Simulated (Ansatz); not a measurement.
**InAs (F-43m), two-dimensional strain map**

These are results of DFT PBEsol, scalar-relativistic, plane waves, PAW in Ansatz, not measurements. The runs took a 420 eV cutoff, a Γ-centred 14×14×14 mesh and Gaussian smearing (0.15 eV). No spin polarisation. Energies are free energies at this smearing, counted from the undisturbed cell; pressure is positive in compression.

The starting cell (as given, not relaxed at this level; it stands at 1.1 GPa):

```xyz
2
Lattice="0.0000 3.0240 3.0240 3.0240 0.0000 3.0240 3.0240 3.0240 0.0000" Properties=species:S:1:pos:R:3 pbc="T T T"
In    0.0000    0.0000    0.0000
As    4.5360    4.5360    4.5360
```

The cell is strained by p along both x and y and by q along z, fractional coordinates fixed. Points are written (p, q).

Energy above the undisturbed cell in meV/atom (a dash: not computed):

```csv
p \ q,-0.080,0.000,0.080
-0.080,452.6,209.0,116.5
0.000,64.4,0.0,27.8
0.080,56.2,89.4,–
```

Pressure in GPa:

| p \ q | -0.080 | 0.000 | 0.080 |
| --- | --- | --- | --- |
| -0.080 | 28.2 | 15.7 | 7.2 |
| 0.000 | 7.1 | 1.1 | -2.9 |
| 0.080 | -2.9 | -5.5 | – |

Gap on the k-mesh in eV:

```csv
p \ q,-0.080,0.000,0.080
-0.080,0.93,0.34,0.00
0.000,0.14,0.00,0.00
0.080,0.16,0.00,–
```

Where the gap reads zero the k-mesh, chosen for the insulator, is on the coarse side.